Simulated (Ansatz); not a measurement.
# Ir: strong compression

An exercise on one series of results from a longer session: the logs are not shown, and one member is left open.

Computed with Ansatz 0.2.0 (DFT, PBE, PAW with Ansatz's default frozen-core files, scalar-relativistic, unless a step's input says otherwise).

4 further runs of the same task are left out: 4 that didn't finish.

## The system as given

It takes space group I4_1/amd (No. 141, tetragonal). Conventional cell: a = 4.772 Å, b = 4.772 Å, c = 2.625 Å, α = 90.00°, β = 90.00°, γ = 90.00°. Ir (site symmetry -4m2) is surrounded by 6 Ir at 2.47 to 2.62 Å.

As a file:

```
Ir
1.0
    -2.38602    2.38602    1.31231
     2.38602   -2.38602    1.31231
     2.38602    2.38602   -1.31231
Ir
2
Direct
  0.62500 0.87500 0.75000
  0.37500 0.12500 0.25000
```

Whether this phase is the stable one at these pressures isn't tested.

Atoms are numbered in the order of the input: Ir1, Ir2.

The first run:

Input file input.yaml:

```yaml
crystal:
  lattice:
    - [-2.3860198381, 2.3860198381, 1.3123109109]
    - [2.3860198381, -2.3860198381, 1.3123109109]
    - [2.3860198381, 2.3860198381, -1.3123109109]
  atoms:
    - { symbol: Ir, position: [-0.375, -0.125, -0.25] }
    - { symbol: Ir, position: [0.375, 0.125, 0.25] }
kpoints:
  mp_grid: { grid: [18, 18, 18] }
scf:
  occupations: { method: fermi_dirac, width: 0.05 }
hamiltonian:
  xc: pbe
  pseudopotentials: { kind: paw }
output:
  forces: true
  stress: true
  write_density: true
  write_potential: true
  elf: true
  volumetric_format: npy
relax:
  f_tol: 0.005
  max_steps: 40
  cell: {}
```

Run with:

```bash
$ ansatz run input.yaml --threads 1 --pin off --max-ram 2048MiB --backend cpu --events-out ev --progress --plain --runs-dir out
```

Steps of the session up to this table: Cell relaxed at zero pressure, PAW; Volume scaled by 1, PAW; Shape and atoms relaxed at 0.92 of the volume, PAW; Volume scaled by 0.92, PAW; Shape and atoms relaxed at 0.84 of the volume, PAW; Volume scaled by 0.84, PAW; Shape and atoms relaxed at 0.76 of the volume, PAW; Volume scaled by 0.76, PAW; Shape and atoms relaxed at 0.68 of the volume, PAW; Volume scaled by 0.68, PAW; Shape and atoms relaxed at 0.6 of the volume, PAW; Volume scaled by 0.6, PAW; Shape and atoms relaxed at 0.52 of the volume, PAW; Volume scaled by 0.52, PAW; Shape and atoms relaxed at 0.45 of the volume, PAW; Volume scaled by 0.45, PAW; Volume scaled by 0.45, PAW (cutoff 300 eV).

One of the session's tables, all rows but one given; the rest of the session is left out.

| method | volume over the first | volume (Å³/atom) | pressure (GPa) |
| --- | --- | --- | --- |
| PAW | 1 | 16.217 | -0.02 |
| PAW | 0.92 | 14.920 | 27.83 |
| PAW | 0.84 | ? | ? |
| PAW | 0.76 | 12.325 | 146.45 |
| PAW | 0.68 | 11.027 | 267.85 |
| PAW | 0.6 | 9.730 | 473.88 |
| PAW | 0.52 | 8.433 | 838.17 |
| PAW | 0.45 | 7.298 | 1410.05 |
| PAW (cutoff 300 eV) | 0.45 | 7.298 | 1411.32 |

Estimate the missing values for PAW, 0.84.

The run gave: volume (Å³/atom): 13.622; pressure (GPa): 72.98. In the column «volume (Å³/atom)» it lies between PAW, 0.76 (12.325) and PAW, 0.92 (14.920).

Limits of these values: Warnings in the runs' records: cutoff below recommended.
